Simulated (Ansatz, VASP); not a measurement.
Li2O: VASP beside Ansatz

The input INCAR:

```
SYSTEM = Li2O
  PREC = Accurate
  ENCUT = 600
  EDIFF = 1E-7
  ISMEAR = 0
  SIGMA = 0.02
  LREAL = .False.
  LASPH = .True.
  NELM = 100
  ALGO = Fast
  ISIF = 3
  LWAVE = .False.
  LCHARG = .False.
  GGA = PE
  IBRION = 2
  NSW = 80
  EDIFFG = -0.005
```

Contents of KPOINTS:

```
Automatic mesh
0
Gamma
  8 8 8
  0 0 0
```

File POSCAR:

```
Li2O
1.0
    0.0000000000      2.3050000000      2.3050000000
    2.3050000000      0.0000000000      2.3050000000
    2.3050000000      2.3050000000      0.0000000000
Li O
2 1
Direct
    0.2500000000      0.2500000000      0.2500000000
    0.7500000000      0.7500000000      0.7500000000
    0.0000000000      0.0000000000      0.0000000000
```

Input for Ansatz:

```yaml
crystal:
  lattice:
    - [0.0, 2.305, 2.305]
    - [2.305, 0.0, 2.305]
    - [2.305, 2.305, 0.0]
  atoms:
    - { symbol: Li, position: [0.25, 0.25, 0.25] }
    - { symbol: Li, position: [0.75, 0.75, 0.75] }
    - { symbol: O, position: [0.0, 0.0, 0.0] }
scf:
  occupations: { method: gaussian, width: 0.02 }
output:
  forces: true
  stress: true
  eigenvalues: true
hamiltonian:
  xc: pbe
kpoints:
  mp_grid: { grid: [8, 8, 8] }
relax:
  f_tol: 0.005
  cell: { stress_tol: 0.02 }
```

Alike in both runs: task relaxation of cell and atoms; functional PBE; k mesh 8 × 8 × 8; occupations gaussian, width 0.02 eV; no spin polarisation.

```csv
,VASP,Ansatz
version,VASP 6.6.1,Ansatz 0.2.0
potentials or method,"VASP PAW PBE potentials, release 64 (Li_sv, O)","scalar-relativistic, plane waves, PAW"
plane-wave cutoff (eV),600,420
valence electrons in the cell,12,12
```

|  | VASP | Ansatz | Ansatz less VASP |
| --- | --- | --- | --- |
| gap on the k mesh at the Fermi level, each at its own relaxed structure (eV) | 4.97 | 4.98 | +0.010 |
| relaxed volume (Å³/atom) | 8.22 | 8.25 | +0.031 |
| relaxed cell length with the largest relative difference (Å) | 3.267 | 3.271 | +0.0041 |

Caveats: the cutoff is under 1.25 times the usual one of these potentials, so pressure, stress and relaxed cells hold a basis-set (Pulay) error (VASP). A k mesh can miss the band edges. Zero-point motion and thermal expansion aren't in these numbers.
